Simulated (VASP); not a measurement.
# In2Sb (P6_3/mmc) in VASP: notebook

One crystal, In2Sb, is run at these levels: PBEsol; tasks: single point, relaxation of cell and atoms.

Everything below comes from runs of VASP 6.6.1. Logs are shortened: lines on timing, memory, paths and dates and some standing lists are left out, and cuts for length are marked.

**1. The crystal as given**

The structure is hexagonal, space group P6_3/mmc (No. 194). Conventional cell: a = 5.322 Å, b = 5.322 Å, c = 6.408 Å, α = 90.00°, β = 90.00°, γ = 120.00°. In (site symmetry -6m2) has 5 Sb at 3.07 to 3.20 Å and 6 In at 3.47 Å as nearest neighbours. In (site symmetry -3m) has 8 In at 3.20 to 3.47 Å and 6 Sb at 3.47 Å as nearest neighbours. Around Sb (site symmetry -6m2) lie 11 In at 3.07 to 3.47 Å.

The cell comes from a database or a generator and needn't be the stable form of this composition.

**2. Single point, PBEsol**

Contents of INCAR:

```
SYSTEM = In2Sb
  ALGO = Normal
  EDIFF = 1E-7
  ENCUT = 520
  GGA = PS
  ISIF = 2
  ISMEAR = -1
  LASPH = .TRUE.
  LCHARG = .FALSE.
  LREAL = .FALSE.
  LWAVE = .FALSE.
  NBANDS = 40
  NELM = 100
  PREC = Accurate
  SIGMA = 0.02
```

Contents of KPOINTS:

```
k-points
0
G
  5 5 3
  0 0 0
```

Contents of POSCAR:

```
In2Sb
1.0
    5.3216292139      0.0000000000      0.0000000000
   -2.6608146070      4.6086660888      0.0000000000
    0.0000000000      0.0000000000      6.4084614911
In Sb
4 2
Direct
    0.6666666667      0.3333333333      0.2500000000
    0.3333333333      0.6666666667      0.7500000000
    0.0000000000      0.0000000000      0.5000000000
    0.0000000000      0.0000000000      0.0000000000
    0.6666666667      0.3333333333      0.7500000000
    0.3333333333      0.6666666667      0.2500000000
```

Potentials or basis: VASP PAW PBE potentials, release 64 (In_d, Sb).

Command:

```bash
$ cat potpaw_PBE.64/In_d/POTCAR potpaw_PBE.64/Sb/POTCAR > POTCAR
$ mpirun -np 1 vasp_std > vasp.out
```

OUTCAR:

```text
SYSTEM = In2Sb
   EDIFF = 1E-7
   ENCUT = 520
   GGA = PS
   ISIF = 2
   ISMEAR = -1
   LASPH = .TRUE.
   LREAL = .FALSE.
   NELM = 100
   PREC = Accurate

 ion  position               nearest neighbor table
   1  0.667  0.333  0.250-   6 3.07   6 3.07   6 3.07   5 3.20   5 3.20   3 3.47   4 3.47   3 3.47
                             4 3.47   3 3.47   4 3.47
   2  0.333  0.667  0.750-   5 3.07   5 3.07   5 3.07   6 3.20   6 3.20   3 3.47   4 3.47   4 3.47
                             3 3.47   4 3.47   3 3.47
   3  0.000  0.000  0.500-   4 3.20   4 3.20   1 3.47   5 3.47   6 3.47   2 3.47   1 3.47   5 3.47
                             2 3.47   6 3.47   1 3.47   5 3.47   2 3.47   6 3.47
   4  0.000  0.000  0.000-   3 3.20   3 3.20   1 3.47   5 3.47   6 3.47   2 3.47   1 3.47   5 3.47
                             2 3.47   6 3.47   1 3.47   5 3.47   2 3.47   6 3.47
   5  0.667  0.333  0.750-   2 3.07   2 3.07   2 3.07   1 3.20   1 3.20   3 3.47   4 3.47   3 3.47
                             4 3.47   3 3.47   4 3.47
   6  0.333  0.667  0.250-   1 3.07   1 3.07   1 3.07   2 3.20   2 3.20   3 3.47   4 3.47   4 3.47
                             3 3.47   4 3.47   3 3.47

  LATTYP: Found a hexagonal cell.
 ALAT       =     5.3216292139
 C/A-ratio  =     1.2042292376

  Lattice vectors:

 A1 = (   5.3216292139,   0.0000000000,   0.0000000000)
 A2 = (  -2.6608146070,   4.6086660888,   0.0000000000)
 A3 = (   0.0000000000,   0.0000000000,   6.4084614911)

Analysis of symmetry for initial positions (statically):
=====================================================================
 Subroutine PRICEL returns:
 Original cell was already a primitive cell.

 Routine SETGRP: Setting up the symmetry group for a
 hexagonal supercell.

 Subroutine GETGRP returns: Found 24 space group operations
 (whereof 12 operations were pure point group operations)
 out of a pool of 24 trial point group operations.

The static configuration has the point symmetry D_3d.
 The point group associated with its full space group is D_6h.

Analysis of symmetry for dynamics (positions and initial velocities):
=====================================================================
 Subroutine PRICEL returns:
 Original cell was already a primitive cell.

 Routine SETGRP: Setting up the symmetry group for a
 hexagonal supercell.

 Subroutine GETGRP returns: Found 24 space group operations
 (whereof 12 operations were pure point group operations)
 out of a pool of 24 trial point group operations.

The dynamic configuration has the point symmetry D_3d.
 The point group associated with its full space group is D_6h.

 Subroutine INISYM returns: Found 24 space group operations
 (whereof 12 operations are pure point group operations),
 and found     1 'primitive' translations

----------------------------------------------------------------------------------------

                                     Primitive cell

  volume of cell :     157.1714

  direct lattice vectors                    reciprocal lattice vectors
     5.321629214  0.000000000  0.000000000     0.187912378  0.108491262  0.000000000
    -2.660814607  4.608666089  0.000000000     0.000000000  0.216982524  0.000000000
     0.000000000  0.000000000  6.408461491     0.000000000  0.000000000  0.156043693

  length of vectors
     5.321629214  5.321629214  6.408461491     0.216982524  0.216982524  0.156043693

  position of ions in fractional coordinates (direct lattice)
     0.666666667  0.333333333  0.250000000
     0.333333333  0.666666667  0.750000000
     0.000000000  0.000000000  0.500000000
     0.000000000  0.000000000  0.000000000
     0.666666667  0.333333333  0.750000000
     0.333333333  0.666666667  0.250000000

  ion indices of the primitive-cell ions
   primitive index   ion index
                 1           1
                 2           2
                 3           3
                 4           4
                 5           5
                 6           6

----------------------------------------------------------------------------------------

 KPOINTS: k-points

Automatic generation of k-mesh.
 Grid dimensions read from file:
 generate k-points for:    5    5    3

 Generating k-lattice:

  Cartesian coordinates                     Fractional coordinates (reciprocal lattice)
     0.037582476  0.021698252  0.000000000     0.200000000  0.000000000  0.000000000
     0.000000000  0.043396505  0.000000000     0.000000000  0.200000000  0.000000000
     0.000000000  0.000000000  0.052014564     0.000000000  0.000000000  0.333333333

  Length of vectors
     0.043396505  0.043396505  0.052014564

  Shift w.r.t. Gamma in fractional coordinates (k-lattice)
     0.000000000  0.000000000  0.000000000

 Subroutine IBZKPT returns following result:
 ===========================================

 Found     10 irreducible k-points:

 Following reciprocal coordinates:
            Coordinates               Weight
  0.000000  0.000000  0.000000      1.000000
  0.200000 -0.000000  0.000000      6.000000
  0.400000  0.000000  0.000000      6.000000
  0.200000  0.200000  0.000000      6.000000
  0.400000  0.200000  0.000000      6.000000
  0.000000  0.000000  0.333333      2.000000
  0.200000 -0.000000  0.333333     12.000000
  0.400000  0.000000  0.333333     12.000000
  0.200000  0.200000  0.333333     12.000000
  0.400000  0.200000  0.333333     12.000000
   k-points           NKPTS =     10   k-points in BZ     NKDIM =     10   number of bands    NBANDS=     40
   number of dos      NEDOS =    301   number of ions     NIONS =      6
   total plane-waves  NPLWV =  76800
   dimension x,y,z NGX =    40 NGY =   40 NGZ =   48
   dimension x,y,z NGXF=    80 NGYF=   80 NGZF=   96
   ions per type =               4   2
   NGX,Y,Z   is equivalent  to a cutoff of  12.50, 12.50, 12.45 a.u.
   NGXF,Y,Z  is equivalent  to a cutoff of  24.99, 24.99, 24.90 a.u.
 SYSTEM =  In2Sb
   PREC   = accura    normal or accurate (medium, high low for compatibility)
   ISTART =      0    job   : 0-new  1-cont  2-samecut
   ICHARG =      2    charge: 1-file 2-atom 10-const
   ISPIN  =      1    spin polarized calculation?
   LNONCOLLINEAR =      F non collinear calculations
   LSORBIT =      F    spin-orbit coupling
   LASPH  =      T    aspherical Exc in radial PAW
   ENCUT  =  520.0 eV  38.22 Ry    6.18 a.u.   9.89  9.89 11.92*2*pi/ulx,y,z
   NELM   =    100;   NELMIN=  2; NELMDL= -5     # of ELM steps
   EDIFF  = 0.1E-06   stopping-criterion for ELM
   LREAL  =      F    real-space projection
   EDIFFG = 0.1E-05   stopping-criterion for IOM
   NSW    =      0    number of steps for IOM
   IBRION =     -1    ionic relax: 0-MD 1-quasi-New 2-CG
   NFREE  =      0    steps in history (QN), initial steepest desc. (CG)
   ISIF   =      2    stress and relaxation
   ISYM   =      2    0-nonsym 1-usesym 2-fastsym
   POTIM  = 0.5000    time-step for ionic-motion
   TEBEG  =    0.0;   TEEND  =   0.0 temperature during run
   PSTRESS=    0.0 pullay stress
   NELECT =      62.0000    total number of electrons
   NUPDOWN=      -1.0000    fix difference up-down
   EMIN   =  10.00;   EMAX   =-10.00  energy-range for DOS
   EFERMI =   0.00;   METHOD = LEGACY
   ISMEAR =    -1;   SIGMA  =   0.02  broadening in eV -4-tet -1-fermi 0-gaus
   EFERMI_NEDOS =   21; number of points for ismear=-14 and -15
   IALGO  =     38    algorithm
   IMIX   =      4    mixing-type and parameters
     AMIX     =   0.40;   BMIX     =  1.00
     AMIX_MAG =   1.60;   BMIX_MAG =  1.00
  volume/ion in A,a.u.               =      26.20       176.77
  Fermi-wavevector in a.u.,A,eV,Ry     =   1.200644  2.268888 19.613418  1.441546
  Thomas-Fermi vector in A             =   2.336474
   LORBIT       =      0    0 simple, 1 ext, 2 COOP (PROOUT), +10 PAW based schemes
   GGA     = PS    functional components
   LHFCALC =     F    Hartree Fock is set to
   AEXX    =    0.0000 exact exchange contribution
   IVDW    =     0    specifies the selected vdW correction
   LEPSILON=     F    determine dielectric tensor
   LRPA    =     F    only Hartree local field effects (RPA)
 non-spin polarized calculation
  energy-cutoff  :      520.00
  volume of cell :      157.17
 maximum number of plane-waves:      4247
 NGX is ok and might be reduce to    40
   NGX = 19   NGY = 19   NGZ = 23

 number of electron      62.0000011 magnetization

 Free energy of the ion-electron system (eV)
  ---------------------------------------------------
  ext. energy  EPLUGINS =         0.00000000
  ---------------------------------------------------
  free energy    TOTEN  =       -21.24351818 eV

  energy without entropy =      -21.23818220  energy(sigma->0) =      -21.24085019

 E-fermi :   7.9640     XC(G=0): -10.4004

 val. band max:        7.9547179309   @ k =   0.2000  -0.0000   0.0000
 cond. band min:       7.9771385333   @ k =   0.2000  -0.0000   0.0000
 fundamental gap:      0.0224206024
 Fermi energy:         7.9640207787

 k-point     1 :       0.0000    0.0000    0.0000
  band No.  band energies     occupation
      1      -6.9959      2.00000
      2      -6.9349      2.00000
      3      -6.9349      2.00000
      4      -6.8544      2.00000
      5      -6.8544      2.00000
      6      -6.7760      2.00000
[... 32 lines left out ...]
     39      10.2708      0.00000
     40      12.0101      0.00000

 k-point     2 :       0.2000   -0.0000    0.0000
  band No.  band energies     occupation
      1      -6.9929      2.00000
      2      -6.9379      2.00000
      3      -6.9219      2.00000
      4      -6.8399      2.00000
      5      -6.8271      2.00000
      6      -6.8137      2.00000
[... 333 lines left out ...]
     39      12.2029      0.00000
     40      12.2573      0.00000

 k-point    10 :       0.4000    0.2000    0.3333
  band No.  band energies     occupation
      1      -6.8863      2.00000
      2      -6.8698      2.00000
      3      -6.8615      2.00000
      4      -6.8434      2.00000
      5      -6.8149      2.00000
      6      -6.7992      2.00000
[... 32 lines left out ...]
     39      12.3479      0.00000
     40      12.8801      0.00000

------------------------ aborting loop because EDIFF is reached ----------------------------------------

  FORCE on cell =-STRESS in cart. coord.  units (eV):
  Direction    XX          YY          ZZ          XY          YZ          ZX
  --------------------------------------------------------------------------------------
  -------------------------------------------------------------------------------------
  Total       -0.0142842     -0.0142842     -0.0236455      0.0000000     -0.0000000     -0.0000000
  in kB       -0.1456110     -0.1456110     -0.2410384      0.0000000     -0.0000000     -0.0000000
  external PRESSURE =      -0.1774201 kB  Pullay stress =       0.0000000 kB

 VOLUME and BASIS-vectors are now :
 -----------------------------------------------------------------------------
  energy-cutoff  :      520.00
  volume of cell :      157.17
      direct lattice vectors                 reciprocal lattice vectors
     5.321629214  0.000000000  0.000000000     0.187912378  0.108491262  0.000000000
    -2.660814607  4.608666089  0.000000000     0.000000000  0.216982524  0.000000000
     0.000000000  0.000000000  6.408461491     0.000000000  0.000000000  0.156043693

 POSITION                                       TOTAL-FORCE (eV/Angst)
 -----------------------------------------------------------------------------------
      2.66081      1.53622      1.60212        -0.000000      0.000000      0.000000
     -0.00000      3.07244      4.80635         0.000000     -0.000000      0.000000
      0.00000      0.00000      3.20423         0.000000      0.000000      0.000000
      0.00000      0.00000      0.00000         0.000000      0.000000      0.000000
      2.66081      1.53622      4.80635         0.000000      0.000000      0.000000
     -0.00000      3.07244      1.60212        -0.000000      0.000000      0.000000
 -----------------------------------------------------------------------------------
    total drift:                               -0.000000     -0.000000     -0.000000

  FREE ENERGIE OF THE ION-ELECTRON SYSTEM (eV)
  ---------------------------------------------------
  free  energy   TOTEN  =       -21.2435181816 eV

  energy  without entropy=      -21.2381821988  energy(sigma->0) =      -21.24085019
```

Run time: 41 s. Hardware: 1 thread of AMD EPYC 9R45 (Zen 5), shared host; peak memory 0.24 GiB.

What came out:

- Free energy: -21.2435 eV
- Pressure: 0.0 GPa
- Band gap on the k mesh: none (metal or under the smearing width)

Levels at points of the mesh, in eV from the Fermi level:
```tsv
k point	band 27	band 28	band 29	band 30	band 31	band 32	band 33	band 34	band 35	band 36
(0.00, 0.00, 0.00)	-2.83	-2.20	-2.20	-1.48	-0.91	-0.51	-0.51	0.06	0.29	1.99
```

Caveat: the PAW data sets were made with another functional, which shifts forces and pressure a little. The run has no spin-orbit coupling, so splittings on Sb are missing.

(Part 1 of 2 ends here.)
